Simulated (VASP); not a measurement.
A run of VASP 6.6.1 is set up as follows.

File INCAR:

```
SYSTEM = HgTe
PREC = Accurate
ENCUT = 600
EDIFF = 1E-6
ISMEAR = -1
SIGMA = 0.05
LREAL = .FALSE.
LASPH = .TRUE.
NELM = 80
ALGO = Fast
ISIF = 3
LWAVE = .FALSE.
LCHARG = .FALSE.
GGA = MK
LUSE_VDW = .TRUE.
AGGAC = 0.0
PARAM1 = 0.1234
PARAM2 = 0.711357
ZAB_VDW = -1.8867
IBRION = 2
NSW = 60
EDIFFG = -0.01
```

File KPOINTS:

```
Automatic mesh
0
G
  7 7 7
  0 0 0
```

The input POSCAR:

```
HgTe
1.0
    0.0000000000      3.2145000000      3.2145000000
    3.2145000000      0.0000000000      3.2145000000
    3.2145000000      3.2145000000      0.0000000000
Hg Te
1 1
Direct
    0.0000000000      0.0000000000      0.0000000000
    0.7500000000      0.7500000000      0.7500000000
```

Potentials or basis: VASP PAW PBE potentials, release 64 (Hg, Te).

The run is started by

```sh
$ cat potpaw_PBE.64/Hg/POTCAR potpaw_PBE.64/Te/POTCAR > POTCAR
$ mpirun -np 1 vasp_std > vasp.out
```

(1) What does it give for the band gap on the k mesh?

(2) What does it give for the relaxed cell?

(3) Predict the space group after relaxing (to 0.05 Å).

Results:

(1) none (metal or under the smearing width).

(2) a = 4.664 Å, b = 4.664 Å, c = 4.664 Å, α = 60.00°, β = 60.00°, γ = 60.00°.

(3) F-43m (No. 216).
